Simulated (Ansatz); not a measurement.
Rb: levels along high-symmetry lines

```
CELL_PARAMETERS angstrom
5.74000 0.00000 0.00000
0.00000 4.64000 0.00000
0.00000 0.00000 12.38000
ATOMIC_POSITIONS crystal
Rb 0.04700 0.25000 0.89300
Rb 0.45300 0.75000 0.39300
Rb 0.54700 0.25000 0.60700
Rb 0.95300 0.75000 0.10700
```

Atom numbers follow the list: Rb1, Rb2, Rb3, Rb4.

The cell is COD entry 1532890, as deposited and not checked against the literature; nothing was relaxed.

Computed with Ansatz 0.2.0, DFT, PBE, all-electron LAPW, scalar-relativistic.

Sampling and basis: a Γ-centred 6×7×3 k mesh, Fermi–Dirac smearing of 0.05 eV, basis error target 1 meV/atom, no spin polarisation.

Points in fractions of the reciprocal vectors of this cell: Γ (0, 0, 0), X (0.5, 0, 0), S (0.5, 0.5, 0), Y (0, 0.5, 0), Z (0, 0, 0.5), U (0.5, 0, 0.5), R (0.5, 0.5, 0.5), T (0, 0.5, 0.5). The path joins them by straight lines in the order Γ–X–S–Y–Γ–Z–U–R–T; legs that retrace an earlier one aren't tabulated. Energies are in eV from the Fermi level.

Q: Is there a gap?

A: none: bands cross the Fermi level, a metal.

Q: List the levels between -20 and 1.5 eV at the symmetry points.

A: 
Γ: -13.79, -13.73, -13.60, -13.59, -13.46, -13.43, -13.33, -13.29, -13.28, -13.25, -13.24, -13.21, -2.12, -0.99, -0.86, 0.75, 1.32, 1.43
X: -13.77 (×2), -13.59 (×2), -13.46 (×2), -13.33 (×2), -13.24 (×2), -13.23 (×2), -0.85 (×2), 0.11 (×2), 0.31 (×2), 1.33 (×2)
S: -13.80 (×4), -13.38 (×4), -13.22 (×4), 0.65 (×4), 1.30 (×4)
Y: -13.81 (×2), -13.78 (×2), -13.38 (×2), -13.35 (×2), -13.25 (×2), -13.20 (×2), -0.13 (×2), 0.65 (×2), 0.81 (×2)
Z: -13.77 (×2), -13.59 (×2), -13.45 (×2), -13.31 (×2), -13.24 (×4), -1.80 (×2), 0.16 (×2)
U: -13.77 (×2), -13.59 (×2), -13.47 (×2), -13.32 (×2), -13.24 (×4), -0.78 (×2), -0.26 (×2), 0.77 (×2), 1.47 (×2)
R: -13.80 (×4), -13.38 (×4), -13.22 (×4), 0.65 (×4), 1.27 (×4)
T: -13.81 (×2), -13.79 (×2), -13.38 (×2), -13.35 (×2), -13.24 (×2), -13.21 (×2), -0.04 (×2), 0.26 (×2), 1.31 (×2)
